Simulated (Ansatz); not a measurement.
**KZnF3 under changes of volume**

One of the cells (13.286 Å³/atom); the others are scaled copies at fixed shape and fractional positions:

```
Zn K F
1.0
     4.05000    0.00000    0.00000
     0.00000    4.05000    0.00000
     0.00000    0.00000    4.05000
Zn K F
1 1 3
Direct
  0.50000 0.50000 0.50000
  0.00000 0.00000 0.00000
  0.50000 0.00000 0.50000
  0.00000 0.50000 0.50000
  0.50000 0.50000 0.00000
```

```yaml
Program: Ansatz 0.2.0
Functional: PBEsol
Potentials_or_basis: Ansatz PAW
Cutoff: "420 eV (not typed: the program's choice for these potentials)"
k_mesh: 7 × 7 × 7
Occupations: fermi-dirac, width 0.05 eV
Spin: no spin polarisation
```

```tsv
volume (Å³/atom)	energy over the lowest point (meV/atom)	pressure (GPa)	gap on the mesh (eV)
12.489	14.15	5.9	4.00
12.755	6.19	3.8	3.94
13.020	1.53	1.8	3.88
13.286	0.00	0.1	3.83
13.552	0.94	-1.4	3.77
13.817	4.47	-2.7	3.72
14.083	?	?	?
```

Q: What does the run at 14.083 Å³/atom give?

A: Energy over the lowest point 9.97 meV/atom; pressure -3.9 GPa; gap on the mesh 3.67 eV.

Worked out: A Birch-Murnaghan fit of order 3 (a polynomial in V^(-2/3)) to the other rows has its minimum at 13.31 Å³/atom with B0 = V·E''(V) = 80 GPa and B' = 4.3. It gives 10.11 meV/atom at 14.083 Å³/atom, against the run's 9.97, and -dE/dV = -4.0 GPa, against -3.9. A straight line through the other rows of the gap, of slope -2.77 eV per unit of ln V, extrapolates to 3.67 eV, against the run's 3.67.

Energies are extrapolated to zero smearing.

Caveats: odd divisions of the mesh miss points on the zone boundary, where band edges often lie, so the gap on the mesh can be too wide; the PAW data sets come from PBE, with cores solved anew for the run's functional, which leaves a small shift of forces and pressure.

A mesh can miss the band edges.
